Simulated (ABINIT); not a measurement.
Crystal: TiTe2.

```
CELL_PARAMETERS angstrom
3.77700 0.00000 0.00000
-1.88850 3.27098 0.00000
0.00000 0.00000 6.49800
ATOMIC_POSITIONS crystal
Te 0.33333 0.66667 0.73720
Te 0.66667 0.33333 0.26280
Ti 0.00000 0.00000 0.00000
```

Base run:

* Program: ABINIT 10.8.3 (patched build)
* Functional: RPBE
* Potentials or basis: JTH PAW PBE v2.0
* Cutoff: 408 eV
* k mesh: 8 × 8 × 4
* Occupations: fermi-dirac, width 0.05 eV
* Spin: no spin polarisation

Its results: band gap on the k mesh none (metal or under the smearing width); pressure 3.0 GPa; largest force 0.107 eV/Å.

Task: The run is repeated on the same cell with these changes: functional from RPBE to SOGGA. What comes out?

Result: Band gap on the k mesh none (metal or under the smearing width); pressure -3.1 GPa; largest force 0.082 eV/Å.

SOGGA binds more tightly than RPBE, so the same cell stands under less pressure.

Caveats: the PAW data sets were made with another functional, which shifts forces and pressure a little; spin-orbit coupling is left out, which moves the levels of the heavy elements; this functional lacks dispersion, which binds the layers, so the pressure and a relaxed spacing across them are unreliable (some runs).
